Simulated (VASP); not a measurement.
A run of VASP 6.6.1 is set up as follows.

INCAR

```
SYSTEM = FeO
  PREC = Accurate
  ENCUT = 600
  EDIFF = 1E-6
  ISMEAR = -1
  SIGMA = 0.05
  LREAL = .False.
  LASPH = .True.
  NELM = 100
  ALGO = Fast
  ISIF = 3
  LWAVE = .False.
  LCHARG = .False.
  ISPIN = 2
  MAGMOM = 3 0
  LORBIT = 11
  LMAXMIX = 4
  GGA = 91
  IBRION = 2
  NSW = 60
  EDIFFG = -0.02
```

KPOINTS

```
Automatic mesh
0
Gamma
  8 8 8
  0 0 0
```

File POSCAR:

```
FeO
1.0
    0.0000000000      2.1554000000      2.1554000000
    2.1554000000      0.0000000000      2.1554000000
    2.1554000000      2.1554000000      0.0000000000
Fe O
1 1
Direct
    0.0000000000      0.0000000000      0.0000000000
    0.5000000000      0.5000000000      0.5000000000
```

Potentials or basis: VASP PAW PBE potentials, release 64 (Fe, O).

Command:

```sh
$ cat potpaw_PBE.64/Fe/POTCAR potpaw_PBE.64/O/POTCAR > POTCAR
$ mpirun -np 1 vasp_std > vasp.out
```

Task: What does it give for the space group after relaxing (to 0.05 Å)?

Result: Fm-3m (No. 225).

Task: Predict the net moment.

Result: 4.00 μB per cell.

Task: Predict the relaxed cell.

Result: a = 3.045 Å, b = 3.045 Å, c = 3.045 Å, α = 60.00°, β = 60.00°, γ = 60.00°.

Step by step:
| step | energy change (eV) | largest force (eV/Å) | pressure (GPa) | volume (Å³) |
| --- | --- | --- | --- | --- |
| 1 | 0.0000 | 0.0000 | -0.50 | 20.03 |
| 2 | -0.0001 | 0.0000 | 0.36 | 19.94 |
| 3 | -0.0001 | 0.0000 | -0.01 | 19.97 |

Caveat: the PAW data sets were made with another functional, which shifts forces and pressure a little; a cell with one magnetic atom can't hold antiferromagnetic order, which such compounds often take.
